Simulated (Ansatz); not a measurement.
Input of an Ansatz 0.2.0 run:

File input.yaml:

```yaml
crystal:
  lattice:
    - [1.2928041287, 0.7464008117, 7.661989331]
    - [-1.2928041287, 0.7464008117, 7.661989331]
    - [0.0, -1.4928016234, 7.661989331]
  atoms:
    - { symbol: Ni, position: [0.254733, 0.254733, 0.254733], spin: 1.0 }
    - { symbol: Ni, position: [0.5, 0.5, 0.5], spin: 1.0 }
    - { symbol: Ni, position: [0.745267, 0.745267, 0.745267], spin: 1.0 }
    - { symbol: Si, position: [0.0, 0.0, 0.0] }
kpoints:
  mp_grid: { grid: [12, 12, 12] }
scf:
  occupations: { method: fermi_dirac, width: 0.05 }
hamiltonian:
  xc: pbesol
  pseudopotentials: { kind: all_electron, lapw: { basis_error: 0.002 } }
magnetization:
  spin_polarized: true
output:
  forces: true
  stress: true
  eigenvalues: true
  dos: { projected: false, de: 0.1, e_range: [-14, 6] }
```

Potentials or basis: all-electron LAPW, scalar-relativistic.

Launch:

```bash
$ ansatz run input.yaml --threads 4 --pin off --max-ram 12288MiB --backend cpu --events-out ev --progress --plain --runs-dir out
```

(1) Estimate the band gap on the k mesh.

(2) Predict the pressure.

## Answers

(1) none (metal or under the smearing width).

(2) -6.3 GPa.
